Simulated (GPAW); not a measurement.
Runs of GPAW 26.7.0 on BaTiO3 (Barioperovskite). It takes space group Amm2 (No. 38, orthorhombic). The conventional cell has a = 3.986 Å, b = 5.674 Å, c = 5.690 Å, α = 90.00°, β = 90.00°, γ = 90.00°. Ba (site symmetry mm2) has 12 O at 2.77 to 2.92 Å as nearest neighbours. Ti (site symmetry mm2) is surrounded by 6 O at 1.93 to 2.09 Å. O (site symmetry m) is surrounded by 2 Ti at 1.93 to 2.09 Å. O (site symmetry mm2) has 2 Ti at 2.00 Å as nearest neighbours. 

| task | level | potentials or basis | spin | U | cell | k mesh | band path | band points | eigensolver | optimizer | fmax | gap on the mesh (eV) | pressure (GPa) | largest force (eV/Å) |
| --- | --- | --- | --- | --- | --- | --- | --- | --- | --- | --- | --- | --- | --- | --- |
| band structure | PBE+U | GPAW PAW data sets (gpaw-data 1.2.1), pw | off | Ti d U = 7 eV | as given | 4 × 4 × 4 | GXSRAZGYX1A1TY,ZT | 80 | - | - | - | 2.92 | 6.9 | 0.74 |
| relaxation of cell and atoms | BLYP+D4 | PAW data sets generated in the run's folder for this functional, pw | off | - | relaxed | 4 × 4 × 4 | - | - | davidson | BFGS | 0.02 eV/Å | 2.42 | 0.0 | 0.01 |
| single point | PBE | GPAW PAW data sets (gpaw-data 1.2.1), pw | off | - | as given | 7 × 7 × 7 | - | - | - | - | - | (a) | 3.6 | 0.25 |
| band structure | WC | PAW data sets generated in the run's folder for this functional, pw | SOC, no magnetisation | - | as given | 4 × 4 × 4 | GXSRAZGYX1A1TY,ZT | 100 | - | - | - | (b) | -2.4 | 0.28 |

Alike in all rows: cutoff (eV) 800; smearing fermi-dirac 0.05 eV.

Q: Estimate the missing entries.

A: (a) 1.96; (b) 1.83.

Caveats: spin-orbit coupling is left out, which moves the levels of the heavy elements (some runs); later steps reuse the first step's grids (some runs); an odd mesh through Γ misses points on the zone boundary, where band edges often lie (some runs); spin-orbit coupling was added after a scalar SCF, so levels and gaps hold it while energy, forces, pressure and moments don't (some runs); this program's spin-orbit splittings come out too wide for heavy elements (some runs).

A k mesh can miss the band edges, and rows without SOC leave out spin-orbit coupling on Ba.
